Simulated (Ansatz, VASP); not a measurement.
**GaSb: VASP beside Ansatz**

One calculation is typed for both programs; each brings its own data sets. How far apart do they land? The cell is taken from a series of runs on this material, whose earlier steps may have relaxed, scaled, displaced or heated it; both programs get it as it stands.

Main program and level: Ansatz 0.2.0; plane waves, with VASP 6.6.1 beside it; zone-centre phonons at LDA.

**1. The structure**

The structure is orthorhombic, space group Imm2 (No. 44). Conventional cell: a = 4.273 Å, b = 4.448 Å, c = 5.938 Å, α = 90.00°, β = 90.00°, γ = 90.00°. Nearest to Ga lie 4 Sb at 2.62 to 2.65 Å. Sb has 4 Ga at 2.62 to 2.65 Å nearest. Farther neighbours are not listed.

**2. VASP: zone-centre phonons, LDA**

Second derivatives magnify differences that forces hide, and they need a tight electronic threshold.

Lines of VASP's logs that name or quote its potential files are left out, and so is its time.

Input file INCAR:

```
SYSTEM = GaSb
PREC = Accurate
ENCUT = 500
EDIFF = 1E-08
NELM = 120
ISMEAR = 1
SIGMA = 0.2
LREAL = .FALSE.
ALGO = Normal
GGA = CA
NBANDS = 15
LORBIT = 11
LWAVE = .FALSE.
LCHARG = .FALSE.
ISIF = 2
IBRION = 8
LASPH = .TRUE.
GGA_COMPAT = .FALSE.
KPAR = 2
```

Input file POSCAR:

```
GaSb
1.0
    0.0619688134      3.0833719685      2.9688961591
    3.0833719685      0.0619688134      2.9688961591
    3.1453407819      3.1453407819      0.0000000000
Ga Sb
1 1
Direct
    0.9969779395      0.9969779395      0.0030220605
    0.7530220605      0.7530220605      0.7469779395
```

Input file KPOINTS:

```
Automatic mesh
0
Gamma
12 12 12
0 0 0
```

PAW data sets: Ga_d and Sb (LDA family, release 64).

On the command line:

```sh
$ mpirun -np 2 vasp_std
```

Numbers of over 12 decimals in the logs are rounded to 6 here.

Log:

```text
[banner, memory and clock lines left out]
running    2 mpi-ranks, on    1 nodes
 distrk:  each k-point on    1 cores,    2 groups
 distr:  one band on    1 cores,    1 groups

 POSCAR found type information on POSCAR GaSb
 POSCAR found :  2 types and       2 ions
 LDA part: xc-table for (Slater(with rela. corr.)+CA(PZ))
 , standard interpolation
 POSCAR, INCAR and KPOINTS ok, starting setup
 FFT: planning ... GRIDC
 FFT: planning ... GRID_SOFT
 FFT: planning ... GRID
 WAVECAR not read
 entering main loop
       N       E                     dE             d eps       ncg     rms          rms(c)
DAV:   1     0.816227857845E+02    0.81623E+02   -0.85555E+03  8528   0.145E+03
DAV:   2    -0.243343369727E+01   -0.84056E+02   -0.81185E+02  9898   0.301E+02
DAV:   3    -0.866139077348E+01   -0.62280E+01   -0.62114E+01  9982   0.681E+01
DAV:   4    -0.877435290348E+01   -0.11296E+00   -0.11294E+00 10473   0.104E+01
DAV:   5    -0.877709355846E+01   -0.27407E-02   -0.27406E-02 10830   0.141E+00    0.334E+00
DAV:   6    -0.868850843099E+01    0.88585E-01   -0.75876E-02 12335   0.443E+00    0.193E+00
DAV:   7    -0.865318949199E+01    0.35319E-01   -0.51647E-02  9807   0.182E+00    0.295E-01
DAV:   8    -0.865289283712E+01    0.29665E-03   -0.49086E-03 10583   0.848E-01    0.972E-02
DAV:   9    -0.865296419599E+01   -0.71359E-04   -0.35817E-04 10186   0.171E-01    0.365E-02
DAV:  10    -0.865295814547E+01    0.60505E-05   -0.20388E-05 10889   0.389E-02    0.121E-02
DAV:  11    -0.865296087224E+01   -0.27268E-05   -0.41272E-06  9786   0.187E-02    0.485E-03
DAV:  12    -0.865296085978E+01    0.12455E-07   -0.20037E-07 10711   0.355E-03    0.127E-03
DAV:  13    -0.865296086796E+01   -0.81800E-08   -0.22201E-08 10297   0.133E-03
   1 F= -.86529609E+01 E0= -.86530191E+01  d E =0.174584E-03
 Linear response reoptimize wavefunctions to high precision
DAV:   1    -0.865296086792E+01    0.43656E-10   -0.11571E-09  8393   0.400E-04
DAV:   2    -0.865296086794E+01   -0.22737E-10   -0.18535E-10  6069   0.119E-04
 Linear response DOF=           4
 Linear response progress:
  Degree of freedom:   1/  4
       N       E                     dE             d eps       ncg     rms          rms(c)
RMM:   1    -0.168229393453E+00   -0.16823E+00    0.88931E-02 32395   0.844E+00
RMM:   2    -0.166739161995E+00    0.14902E-02   -0.26993E-02 48919   0.137E+00    0.398E-02
RMM:   3    -0.166931420163E+00   -0.19226E-03   -0.34697E-03 50848   0.446E-01    0.262E-02
RMM:   4    -0.166895855434E+00    0.35565E-04   -0.16701E-03 55911   0.212E-01    0.144E-02
RMM:   5    -0.166903230398E+00   -0.73750E-05   -0.69801E-05 53823   0.544E-02    0.424E-03
RMM:   6    -0.166904670898E+00   -0.14405E-05   -0.13650E-05 54928   0.229E-02    0.516E-04
RMM:   7    -0.166897903802E+00    0.67671E-05   -0.89862E-07 53040   0.996E-03    0.607E-04
RMM:   8    -0.166901641979E+00   -0.37382E-05   -0.25992E-07 53800   0.457E-03    0.116E-04
RMM:   9    -0.166902540564E+00   -0.89858E-06   -0.11716E-07 54149   0.214E-03    0.792E-05
RMM:  10    -0.166903209591E+00   -0.66903E-06   -0.33238E-08 54667   0.104E-03    0.207E-05
RMM:  11    -0.166903206257E+00    0.33339E-08    0.41291E-08 54235   0.512E-04    0.152E-05
 first order change of Fermi-energy   0.49500E-06
 force on displaced ion       1 direction 1 :  -7.796   0.298  -0.000
 Linear response progress:
  Degree of freedom:   2/  4
       N       E                     dE             d eps       ncg     rms          rms(c)
RMM:   1    -0.167906166936E+00   -0.16791E+00    0.10477E-01 10422   0.850E+00
RMM:   2    -0.166663204508E+00    0.12430E-02   -0.27222E-02 15574   0.135E+00    0.400E-02
RMM:   3    -0.166756066503E+00   -0.92862E-04   -0.39737E-03 16093   0.463E-01    0.253E-02
RMM:   4    -0.166717171099E+00    0.38895E-04   -0.20656E-03 17768   0.234E-01    0.151E-02
RMM:   5    -0.166739513769E+00   -0.22343E-04   -0.77453E-05 17060   0.558E-02    0.549E-03
RMM:   6    -0.166744829272E+00   -0.53155E-05   -0.14737E-05 17142   0.237E-02    0.140E-03
RMM:   7    -0.166731147131E+00    0.13682E-04   -0.34311E-06 16979   0.107E-02    0.510E-04
RMM:   8    -0.166731754949E+00   -0.60782E-06   -0.75992E-07 16739   0.491E-03    0.298E-04
RMM:   9    -0.166734021515E+00   -0.22666E-05   -0.16811E-07 17102   0.229E-03    0.495E-05
RMM:  10    -0.166734282437E+00   -0.26092E-06   -0.55503E-08 17284   0.107E-03    0.361E-05
RMM:  11    -0.166734467572E+00   -0.18513E-06   -0.11193E-08 17532   0.530E-04    0.223E-05
RMM:  12    -0.166734625113E+00   -0.15754E-06   -0.55315E-09 16735   0.274E-04    0.861E-06
RMM:  13    -0.166734672177E+00   -0.47064E-07   -0.50592E-09 18015   0.146E-04    0.395E-06
RMM:  14    -0.166734691742E+00   -0.19565E-07   -0.31249E-09 17009   0.814E-05    0.215E-06
RMM:  15    -0.166734703673E+00   -0.11931E-07   -0.68435E-10 17133   0.509E-05    0.124E-06
RMM:  16    -0.166734722406E+00   -0.18733E-07   -0.14551E-09 16689   0.359E-05    0.991E-07
RMM:  17    -0.166734714178E+00    0.82278E-08   -0.84178E-10 14288   0.279E-05    0.286E-07
 first order change of Fermi-energy  -0.59424E+00
 force on displaced ion       1 direction 3 :   0.000   0.000  -7.757
 Linear response progress:
  Degree of freedom:   3/  4
       N       E                     dE             d eps       ncg     rms          rms(c)
RMM:   1    -0.294664657145E-01   -0.29466E-01    0.15901E-03 52461   0.139E+00
RMM:   2    -0.265681885441E-01    0.28983E-02   -0.35908E-03 47692   0.393E-01    0.677E-02
RMM:   3    -0.265146660654E-01    0.53522E-04   -0.21709E-04 53241   0.106E-01    0.360E-02
RMM:   4    -0.265398704777E-01   -0.25204E-04   -0.41982E-05 53011   0.449E-02    0.453E-03
RMM:   5    -0.265452029024E-01   -0.53324E-05   -0.59060E-06 54985   0.154E-02    0.287E-03
RMM:   6    -0.265371232364E-01    0.80797E-05   -0.81291E-07 52485   0.500E-03    0.535E-04
RMM:   7    -0.265367223780E-01    0.40086E-06   -0.71546E-08 55150   0.153E-03    0.289E-04
RMM:   8    -0.265364976468E-01    0.22473E-06   -0.14443E-08 52412   0.539E-04    0.572E-05
RMM:   9    -0.265365076677E-01   -0.10021E-07   -0.25438E-09 55187   0.203E-04    0.288E-05
RMM:  10    -0.265364985946E-01    0.90731E-08   -0.14710E-09 52509   0.758E-05    0.705E-06
 first order change of Fermi-energy   0.52429E-04
 force on displaced ion       2 direction 1 :  -7.793   0.293  -0.000
 Linear response progress:
  Degree of freedom:   4/  4
       N       E                     dE             d eps       ncg     rms          rms(c)
RMM:   1    -0.289652965026E-01   -0.28965E-01    0.44517E-03 16656   0.138E+00
RMM:   2    -0.265787058897E-01    0.23866E-02   -0.35762E-03 15414   0.376E-01    0.655E-02
RMM:   3    -0.264980479404E-01    0.80658E-04   -0.21928E-04 16945   0.103E-01    0.350E-02
RMM:   4    -0.265087959733E-01   -0.10748E-04   -0.43268E-05 16955   0.440E-02    0.454E-03
RMM:   5    -0.265137392141E-01   -0.49432E-05   -0.61330E-06 17814   0.155E-02    0.285E-03
RMM:   6    -0.265078981896E-01    0.58410E-05   -0.73891E-07 16972   0.489E-03    0.954E-04
RMM:   7    -0.265064504492E-01    0.14477E-05   -0.54424E-08 17436   0.147E-03    0.317E-04
RMM:   8    -0.265058581256E-01    0.59232E-06   -0.10180E-08 17073   0.545E-04    0.824E-05
RMM:   9    -0.265058115360E-01    0.46590E-07   -0.22979E-09 17141   0.199E-04    0.146E-05
RMM:  10    -0.265058367772E-01   -0.25241E-07    0.86326E-11 16408   0.793E-05    0.130E-05
RMM:  11    -0.265058336854E-01    0.30919E-08   -0.13039E-10 17572   0.310E-05    0.261E-06
 first order change of Fermi-energy   0.59478E+00
 force on displaced ion       2 direction 3 :  -0.000  -0.000  -7.765
 Linear response finished
```

OUTCAR, selected parts (step 2):

```text
ion  position               nearest neighbor table
   1  0.997  0.997  0.003-   2 2.62   2 2.62   2 2.65   2 2.65
   2  0.753  0.753  0.747-   1 2.62   1 2.62   1 2.65   1 2.65

  LATTYP: Found a body centered orthorhombic cell.
 ALAT       =     4.2729093193
 B/A-ratio  =     1.0410198906
 C/A-ratio  =     1.3896368667

 Subroutine GETGRP returns: Found  4 space group operations
 (whereof  4 operations were pure point group operations)

The static configuration has the point symmetry C_2v.

 Found    280 irreducible k-points:

   k-points           NKPTS =    280   k-points in BZ     NKDIM =    280   number of bands    NBANDS=     15

   dimension x,y,z NGX =    32 NGY =   32 NGZ =   32
   dimension x,y,z NGXF=    64 NGYF=   64 NGZF=   64

   ENCUT  =  500.0 eV  36.75 Ry    6.06 a.u.   7.80  7.80  8.11*2*pi/ulx,y,z

   NELECT =      18.0000    total number of electrons

 k-points in reciprocal lattice and weights: Automatic mesh
   0.00000000  0.00000000  0.00000000       0.001
   0.08333333  0.00000000  0.00000000       0.002
   0.16666667  0.00000000  0.00000000       0.002
   0.25000000  0.00000000  0.00000000       0.002
   0.33333333 -0.00000000  0.00000000       0.002
   0.41666667  0.00000000  0.00000000       0.002
   0.50000000  0.00000000  0.00000000       0.001
   0.08333333  0.08333333  0.00000000       0.001
   0.16666667  0.08333333  0.00000000       0.002
[...]
0.25000000  0.25000000  0.50000000       0.001
  -0.25000000  0.25000000  0.50000000       0.001

 average (electrostatic) potential at core
       1 -66.7539       2 -88.5279

  Total       -0.4801534     -0.4801534      0.0627150     -0.5482116      0.0000000      0.0000000
  in kB      -13.6329303    -13.6329303      1.7806579    -15.5652964      0.0000000      0.0000000
  external PRESSURE =      -8.4950675 kB  Pullay stress =       0.0000000 kB

  energy-cutoff  :      500.00
  volume of cell :       56.43
      direct lattice vectors                 reciprocal lattice vectors
     0.061968813  3.083371968  2.968896159    -0.165486026  0.165486026  0.168412761
     3.083371968  0.061968813  2.968896159     0.165486026 -0.165486026  0.168412761
     3.145340782  3.145340782  0.000000000     0.158965287  0.158965287 -0.168412761

 POSITION                                       TOTAL-FORCE (eV/Angst)
 -----------------------------------------------------------------------------------
      3.14534      3.14534      5.91985         0.000000      0.000000     -0.002685
      4.71801      4.71801      4.47129        -0.000000     -0.000000      0.002685
 -----------------------------------------------------------------------------------
    total drift:                               -0.000001     -0.000001     -0.000225

 Eigenvectors and eigenvalues of the dynamical matrix
 ----------------------------------------------------

   1 f  =    6.678491 THz    41.962195 2PiTHz  222.770473 cm-1    27.620006 meV
             X         Y         Z           dx          dy          dz
      3.145341  3.145341  5.919848    -0.563951    0.563951    0.000000
      4.718011  4.718011  4.471289     0.426566   -0.426566   -0.000000

   2 f  =    6.540358 THz    41.094284 2PiTHz  218.162872 cm-1    27.048737 meV
             X         Y         Z           dx          dy          dz
      3.145341  3.145341  5.919848     0.000000    0.000000    0.797260
      4.718011  4.718011  4.471289    -0.000000   -0.000000   -0.603637

   3 f  =    6.429314 THz    40.396570 2PiTHz  214.458824 cm-1    26.589493 meV
             X         Y         Z           dx          dy          dz
      3.145341  3.145341  5.919848     0.563816    0.563816   -0.000000
      4.718011  4.718011  4.471289    -0.426745   -0.426745    0.000000

   4 f/i=    0.000551 THz     0.003461 2PiTHz    0.018374 cm-1     0.002278 meV
             X         Y         Z           dx          dy          dz
      3.145341  3.145341  5.919848    -0.426745   -0.426745   -0.000000
      4.718011  4.718011  4.471289    -0.563816   -0.563816   -0.000000

   5 f/i=    0.001543 THz     0.009694 2PiTHz    0.051465 cm-1     0.006381 meV
             X         Y         Z           dx          dy          dz
      3.145341  3.145341  5.919848     0.426566   -0.426566   -0.000000
      4.718011  4.718011  4.471289     0.563951   -0.563951   -0.000000

   6 f/i=    0.001611 THz     0.010119 2PiTHz    0.053721 cm-1     0.006661 meV
             X         Y         Z           dx          dy          dz
      3.145341  3.145341  5.919848    -0.000000    0.000000   -0.603637
      4.718011  4.718011  4.471289    -0.000000    0.000000   -0.797260

 ELASTIC MODULI CONTR FROM IONIC RELAXATION (kBar)
 Direction    XX          YY          ZZ          XY          YZ          ZX
 --------------------------------------------------------------------------------
 XX          -1.0710     -1.0710     -1.9469     13.6125      0.0000     -0.0000
 YY          -1.0710     -1.0710     -1.9469     13.6125     -0.0000      0.0000
 ZZ          -1.9469     -1.9469     -3.5392     24.7458      0.0000     -0.0000
 XY          13.6125     13.6125     24.7458   -173.0221     -0.0000      0.0000
 YZ           0.0000     -0.0000      0.0000     -0.0000   -170.8183     41.5129
 ZX          -0.0000      0.0000     -0.0000      0.0000     41.5129   -151.7743
 --------------------------------------------------------------------------------
```

Energies printed during the response cycles are not total energies of the cell.

(Continued in part 2 of 2.)

[Lines on the potential files, build, host, timing and source positions are cut from VASP's logs without a mark.]

[Logs are printed without paths, hosts, clocks, repeated set-up lines and the standing remarks that a program may print on its own settings, such as how far it seeks lower states.]

[Hosts, paths, dates, database ids (printed as entryN), source tags and the programs' standing remarks are cut or masked in the printed files.]
